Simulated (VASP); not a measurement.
# InP (F-43m) in VASP: a series of runs, part 2 of 2

VASP 6.6.1. The steps go on from the part before.

## 3. Single point, PBEsol-based global hybrid with 25 % exact exchange

This run uses another cell than the first one, of 26.17 Å³/atom.

POSCAR reads:

```
InP
1.0
    0.0000000000      2.9690636329      2.9690636329
    2.9690636329      0.0000000000      2.9690636329
    2.9690636329      2.9690636329      0.0000000000
In P
1 1
Direct
    0.0000000000      0.0000000000      0.0000000000
    0.7500000000      0.7500000000      0.7500000000
```

INCAR.step1 reads:

```
  PREC = Accurate
  ENCUT = 520
  EDIFF = 1E-5
  ISMEAR = -1
  SIGMA = 0.05
  LREAL = False
  LASPH = True
  NELM = 80
  ALGO = Normal
  ISIF = 2
  LWAVE = True
  LCHARG = False
  NBANDS = 16
  GGA = PE
```

INCAR.step2 reads:

```
  PREC = Accurate
  ENCUT = 520
  EDIFF = 1E-6
  ISMEAR = -1
  SIGMA = 0.05
  LREAL = False
  LASPH = True
  NELM = 80
  ALGO = Normal
  ISIF = 2
  LWAVE = False
  LCHARG = False
  GGA = PS
  LHFCALC = True
  AEXX = 0.25
  PRECFOCK = Normal
  NBANDS = 16
  ISTART = 1
```

KPOINTS reads:

```
Automatic mesh
0
Gamma
  4 4 4
```

Potentials or basis: VASP PAW PBE potentials, release 64 (In_d, P).

Started as:

```
$ cat potpaw_PBE.64/In_d/POTCAR potpaw_PBE.64/P/POTCAR > POTCAR
$ cp INCAR.step1 INCAR
$ mpirun -np 1 vasp_std > vasp.out
$ cp INCAR.step2 INCAR
$ mpirun -np 1 vasp_std > vasp.out
```

Run time: 9.4 min. Hardware: 1 thread of Intel Xeon 8259CL, shared host; peak memory 0.18 GiB.

It converged, with:

```
Free energy            : -11.3388 eV
Pressure               : -3.4 GPa
Band gap on the k mesh : 1.90 eV
```

Levels at points of the mesh, in eV from the valence-band top:
```csv
k point,band 7,band 8,band 9,band 10,band 11,band 12
"(0.00, 0.00, 0.00)",0.00,0.00,0.00,1.90,5.58,5.58
"(0.50, 0.00, 0.00)",-6.15,-1.02,-1.02,2.79,6.31,6.31
"(0.50, 0.50, 0.00)",-6.18,-2.45,-2.45,3.03,3.63,10.82
```

Caveat: the k points lie up to 0.46 Å⁻¹ apart; the PAW data sets were made with another functional, which shifts forces and pressure a little; spin-orbit coupling is left out, which moves the levels of the heavy elements.

## 4. Single point, PBEsol-based global hybrid with 25 % exact exchange

This run uses another cell than the first one, of 26.68 Å³/atom.

POSCAR reads:

```
InP
1.0
    0.0000000000      2.9879753761      2.9879753761
    2.9879753761      0.0000000000      2.9879753761
    2.9879753761      2.9879753761      0.0000000000
In P
1 1
Direct
    0.0000000000      0.0000000000      0.0000000000
    0.7500000000      0.7500000000      0.7500000000
```

INCAR.step1 reads:

```
ALGO     = Normal         # electronic algorithm
EDIFF    = 1E-5           # SCF threshold, eV
ENCUT    = 520            # plane-wave cutoff, eV
GGA      = PE             # functional
ISIF     = 2              # what is computed and relaxed
ISMEAR   = -1             # smearing method
LASPH    = T              # aspherical terms in the spheres
LCHARG   = F              # write CHGCAR
LREAL    = F              # projectors in reciprocal space
LWAVE    = T              # write WAVECAR
NBANDS   = 16             # bands
NELM     = 60             # most SCF steps
PREC     = Accurate       # precision mode
SIGMA    = 0.05           # smearing width, eV
```

INCAR.step2 reads:

```
AEXX     = 0.25           # exact-exchange fraction
ALGO     = Normal         # electronic algorithm
EDIFF    = 1E-7           # SCF threshold, eV
ENCUT    = 520            # plane-wave cutoff, eV
GGA      = PS             # functional
ISIF     = 2              # what is computed and relaxed
ISMEAR   = -1             # smearing method
ISTART   = 1            
LASPH    = T              # aspherical terms in the spheres
LCHARG   = F              # write CHGCAR
LHFCALC  = T              # exact exchange
LREAL    = F              # projectors in reciprocal space
LWAVE    = F              # write WAVECAR
NBANDS   = 16             # bands
NELM     = 60             # most SCF steps
PREC     = Accurate       # precision mode
PRECFOCK = Normal       
SIGMA    = 0.05           # smearing width, eV
```

KPOINTS reads:

```
k-points
0
Gamma
  4 4 4
```

Started as:

```
$ cat potpaw_PBE.64/In_d/POTCAR potpaw_PBE.64/P/POTCAR > POTCAR
$ cp INCAR.step1 INCAR
$ mpirun -np 1 vasp_std > vasp.out
$ cp INCAR.step2 INCAR
$ mpirun -np 1 vasp_std > vasp.out
```

Run time: 16 min. Hardware: 1 thread of Intel Xeon 8259CL, shared host; peak memory 0.19 GiB.

It converged, with:

| Property | Result |
| --- | --- |
| Free energy | -11.3155 eV |
| Pressure | -4.3 GPa |
| Band gap on the k mesh | 1.78 eV |

Levels at points of the mesh, in eV from the valence-band top:
```csv
k point,band 5,band 6,band 7,band 8,band 9,band 10,band 11,band 12,band 13,band 14
"(0.00, 0.00, 0.00)",-15.72,-12.41,0.00,0.00,0.00,1.78,5.57,5.57,5.57,9.83
"(0.50, 0.00, 0.00)",-15.71,-10.71,-6.05,-1.00,-1.00,2.73,6.30,6.30,8.51,10.88
"(0.50, 0.50, 0.00)",-15.69,-10.05,-6.10,-2.39,-2.39,3.05,3.62,10.68,11.18,11.18
```

Caveat: the k points lie up to 0.46 Å⁻¹ apart; the PAW data sets were made with another functional, which shifts forces and pressure a little; spin-orbit coupling is left out, which moves the levels of the heavy elements.

## 5. Single point, r2SCAN0

This run uses another cell than the first one, of 26.68 Å³/atom.

POSCAR is that of step 4.

INCAR.step1 reads:

```
PREC = Accurate
ENCUT = 520
EDIFF = 1E-5
ISMEAR = -1
SIGMA = 0.05
LREAL = F
LASPH = T
NELM = 80
ALGO = Normal
ISIF = 2
LWAVE = T
LCHARG = F
NBANDS = 16
GGA = PE
```

INCAR.step2 reads:

```
PREC = Accurate
ENCUT = 520
EDIFF = 1E-6
ISMEAR = -1
SIGMA = 0.05
LREAL = F
LASPH = T
NELM = 80
ALGO = Normal
ISIF = 2
LWAVE = F
LCHARG = F
METAGGA = R2SCAN
LHFCALC = T
AEXX = 0.25
LMIXTAU = T
PRECFOCK = Normal
NBANDS = 16
ISTART = 1
```

KPOINTS reads:

```
regular mesh
0
Gamma
  4 4 4
```

Started as:

```
$ cat potpaw_PBE.64/In_d/POTCAR potpaw_PBE.64/P/POTCAR > POTCAR
$ cp INCAR.step1 INCAR
$ mpirun -np 1 vasp_std > vasp.out
$ cp INCAR.step2 INCAR
$ mpirun -np 1 vasp_std > vasp.out
```

It took 7.3 min on 1 thread of Intel Xeon Platinum 8259CL at 2.50GHz (Skylake/Cascade Lake), shared host; peak memory 0.19 GiB.

It converged, with:

- Free energy: -28.8005 eV
- Pressure: -3.7 GPa
- Band gap on the k mesh: 2.12 eV

Levels at points of the mesh, in eV from the valence-band top:
| k point | band 5 | band 6 | band 7 | band 8 | band 9 | band 10 | band 11 | band 12 | band 13 | band 14 |
| --- | --- | --- | --- | --- | --- | --- | --- | --- | --- | --- |
| (0.00, 0.00, 0.00) | -16.06 | -12.67 | 0.00 | 0.00 | 0.00 | 2.12 | 5.84 | 5.84 | 5.84 | 10.29 |
| (0.50, 0.00, 0.00) | -16.05 | -10.94 | -6.09 | -1.01 | -1.01 | 3.02 | 6.57 | 6.57 | 8.88 | 11.36 |
| (0.50, 0.50, 0.00) | -16.03 | -10.28 | -6.12 | -2.42 | -2.42 | 3.29 | 3.86 | 11.17 | 11.67 | 11.67 |

Caveat: the k points lie up to 0.46 Å⁻¹ apart; the PAW data sets were made with another functional, which shifts forces and pressure a little; spin-orbit coupling is left out, which moves the levels of the heavy elements.

## 6. Single point, r2SCAN0

POSCAR reads:

```
InP
1.0
    0.0000000000      2.9305000000      2.9305000000
    2.9305000000      0.0000000000      2.9305000000
    2.9305000000      2.9305000000      0.0000000000
In P
1 1
Direct
    0.0000000000      0.0000000000      0.0000000000
    0.7500000000      0.7500000000      0.7500000000
```

INCAR.step1 reads:

```
SYSTEM = InP
PREC = Accurate ; ENCUT = 520
EDIFF = 1E-5 ; ISMEAR = -1
SIGMA = 0.05 ; LREAL = .False.
LASPH = .True. ; NELM = 80
ALGO = Normal ; ISIF = 2
LWAVE = .True. ; LCHARG = .False.
GGA = PE ; NBANDS = 16
```

INCAR.step2 reads:

```
SYSTEM = InP
PREC = Accurate ; ENCUT = 520
EDIFF = 1E-6 ; ISMEAR = -1
SIGMA = 0.05 ; LREAL = .False.
LASPH = .True. ; NELM = 80
ALGO = Normal ; ISIF = 2
LWAVE = .False. ; LCHARG = .False.
METAGGA = R2SCAN ; LHFCALC = .True.
AEXX = 0.25 ; LMIXTAU = .True.
PRECFOCK = Normal ; ISTART = 1
NBANDS = 16
```

KPOINTS reads:

```
regular mesh
0
Gamma
  5 5 5
  0 0 0
```

Potentials or basis: VASP PAW PBE potentials, release 64 (In_d, P).

Started as:

```
$ cat potpaw_PBE.64/In_d/POTCAR potpaw_PBE.64/P/POTCAR > POTCAR
$ cp INCAR.step1 INCAR
$ mpirun -np 1 vasp_std > vasp.out
$ cp INCAR.step2 INCAR
$ mpirun -np 1 vasp_std > vasp.out
```

Wall time 13 min (1 thread of Intel Xeon Platinum 8259CL at 2.50GHz (Skylake/Cascade Lake), shared host); peak memory 0.2 GiB.

The run converged. Its results:

* Free energy: -28.8731 eV
* Pressure: 0.2 GPa
* Band gap on the k mesh: 2.44 eV

Levels at points of the mesh, in eV from the valence-band top:
| k point | band 7 | band 8 | band 9 | band 10 | band 11 | band 12 |
| --- | --- | --- | --- | --- | --- | --- |
| (0.00, 0.00, 0.00) | 0.00 | 0.00 | 0.00 | 2.44 | 5.83 | 5.83 |

Caveat: the PAW data sets were made with another functional, which shifts forces and pressure a little; spin-orbit coupling is left out, which moves the levels of the heavy elements.

## 7. The runs side by side

```csv
level,spin,cell,k mesh,screening parameter,gap on the mesh (eV),pressure (GPa)
HSE06,"non-collinear, zero start, SOC","a = 4.144 Å, angles 60.0°, 2 atoms",4 × 4 × 4,0.2079 1/Å,-,1.4
PBEsol-based global hybrid with 25 % exact exchange,off,"a = 4.199 Å, angles 60.0°, 2 atoms",4 × 4 × 4,-,1.90,-3.4
PBEsol-based global hybrid with 25 % exact exchange,off,"a = 4.226 Å, angles 60.0°, 2 atoms",4 × 4 × 4,-,1.78,-4.3
r2SCAN0,off,"a = 4.226 Å, angles 60.0°, 2 atoms",4 × 4 × 4,-,2.12,-3.7
r2SCAN0,off,"a = 4.144 Å, angles 60.0°, 2 atoms",5 × 5 × 5,-,2.44,0.2
```

Alike in all rows: task single point; potentials or basis VASP PAW PBE potentials, release 64 (In_d, P); cutoff (eV) 520; smearing fermi-dirac 0.05 eV.

Caveats: some runs use coarse meshes; the PAW data sets were made with another functional, which shifts forces and pressure a little; spin-orbit coupling is left out, which moves the levels of the heavy elements (at least some runs).

Absolute energies hang on the potentials; compare differences alone.

## 8. Comparison with measurements

Step 6. Measured gap of InP: 1.4236 eV (direct; 1.6 K; a printed reference work, data compilation). This calculation gives 2.44 eV (+1.02 eV). So large a miss can be the level of theory's own, or it may mean another phase, state or a wrong row. Spin-orbit coupling on In is left out. The value is that of r2SCAN0, without temperature or zero-point motion.
